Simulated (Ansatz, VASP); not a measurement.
## One calculation of Au, two programs

```
Au
1.0
     0.00000    2.08306    2.08306
     2.08306    0.00000    2.08306
     2.08306    2.08306    0.00000
Au
1
Direct
  0.00000 0.00000 0.00000
```

Alike in both runs: functional PBE; k mesh 8 × 8 × 8; occupations gaussian, width 0.1 eV; no spin polarisation.

Ansatz relaxed the structure, and its values are those at the end. VASP's run is a single point on that final structure, the one shown.

|  | VASP | Ansatz |
| --- | --- | --- |
| version | VASP 6.6.1 | Ansatz 0.2.0 |
| potentials or method | VASP PAW PBE potentials, release 64 (Au) | scalar-relativistic, plane waves, PAW |
| plane-wave cutoff (eV) | 520 | 420 |
| valence electrons in the cell | 11 | 19 |

Ansatz gave:

- gap on the k mesh at the Fermi level (eV): none
- pressure (GPa): -0.1

**Question.** Estimate VASP's values.

**Answer.** gap on the k mesh at the Fermi level (eV): none; pressure (GPa): -0.3.

A gap of «none» marks a metal or a gap that the smearing closes. The two sets of potentials don't hold the same shells in valence.

Spin-orbit coupling is left out, which matters for the levels of Au.
